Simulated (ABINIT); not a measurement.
Crystal: AlN.

```
Al N
1.0
     3.11300    0.00000    0.00000
    -1.55650    2.69594    0.00000
     0.00000    0.00000    4.98100
Al N
2 2
Direct
  0.66667 0.33333 0.50000
  0.33333 0.66667 0.00000
  0.66667 0.33333 0.88000
  0.33333 0.66667 0.38000
```

Base run:

* Program: ABINIT 10.8.3 (patched build)
* Functional: PBE
* Potentials or basis: JTH PAW PBE v2.0
* Cutoff: 680 eV
* k mesh: 8 × 8 × 5
* Occupations: fermi-dirac, width 0.05 eV
* Spin: no spin polarisation

Its results: band gap on the k mesh 4.20 eV, direct; largest force 0.131 eV/Å.

Q: The run is repeated on the same cell with these changes: functional from PBE to PBEsol. What comes out?

A: Band gap on the k mesh 4.12 eV, direct; largest force 0.133 eV/Å.

Caveats: the PAW data sets were made with another functional, which shifts forces and pressure a little (some runs).

